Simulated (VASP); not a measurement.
Write the native input for VASP 6.6.1 that does the following.

```
Task                   : single point
Functional             : PBE
Potentials or basis    : VASP PAW PBE potentials, release 64 (Mo_sv, S)
Cutoff                 : 520 eV
k mesh                 : 6 × 6 × 6
Occupations            : gaussian, width 0.05 eV
Spin                   : collinear spin, random start
Starting moments       : [-0.4, 0.0, 0.0] μB
Hubbard terms          : Mo d U = 5 eV
Further INCAR settings : ALGO = Normal; EDIFF = 1e-06
```

The structure of MoS2 lies in POSCAR:

```
MoS2
1.0
    0.0000000000      2.9959514200      2.9959514200
    2.9959514200      0.0000000000      2.9959514200
    2.9959514200      2.9959514200      0.0000000000
Mo S
1 2
Direct
    0.0000000000      0.0000000000      0.0000000000
    0.2500000000      0.2500000000      0.2500000000
    0.7500000000      0.7500000000      0.7500000000
```

Measurements of this composition are mostly on another form, of space group No. 194.

The input as run:

INCAR

```
ALGO     = Normal         # electronic algorithm
EDIFF    = 1E-6           # SCF threshold, eV
ENCUT    = 520            # plane-wave cutoff, eV
GGA      = PE             # functional
ISIF     = 2              # what is computed and relaxed
ISMEAR   = 0              # smearing method
ISPIN    = 2              # spin polarisation
LASPH    = True           # aspherical terms in the spheres
LCHARG   = False          # write CHGCAR
LDAU     = True           # DFT+U
LDAUJ    = 0 0          
LDAUL    = 2 -1           # shell
LDAUPRINT= 1            
LDAUTYPE = 2            
LDAUU    = 5 0            # U, eV
LMAXMIX  = 4              # l up to which the mixer works
LORBIT   = 11             # projections on sites
LREAL    = False          # projectors in reciprocal space
LWAVE    = False          # write WAVECAR
MAGMOM   = -0.4 0 0       # initial moments
NELM     = 80             # most SCF steps
PREC     = Accurate       # precision mode
SIGMA    = 0.05           # smearing width, eV
```

KPOINTS

```
k-points
0
Gamma
  6 6 6
```

Potentials or basis: VASP PAW PBE potentials, release 64 (Mo_sv, S).

Launch:

```bash
$ cat potpaw_PBE.64/Mo_sv/POTCAR potpaw_PBE.64/S/POTCAR > POTCAR
$ mpirun -np 1 vasp_std > vasp.out
```

It gave:

```yaml
Pressure: 5.2 GPa
Band_gap_on_the_k_mesh: none (metal or under the smearing width)
Net_moment: -2.01 μB per cell
Site_moments: Mo -2.20; S +0.17 μB
Valence_electrons_inside_the_program's_atomic_spheres: Mo 12.04; S 3.73
```

Wall time 17 s on 1 thread of Intel(R) Xeon(R) 6975P-C (Granite Rapids), on a shared host, peak memory 0.2 GiB.
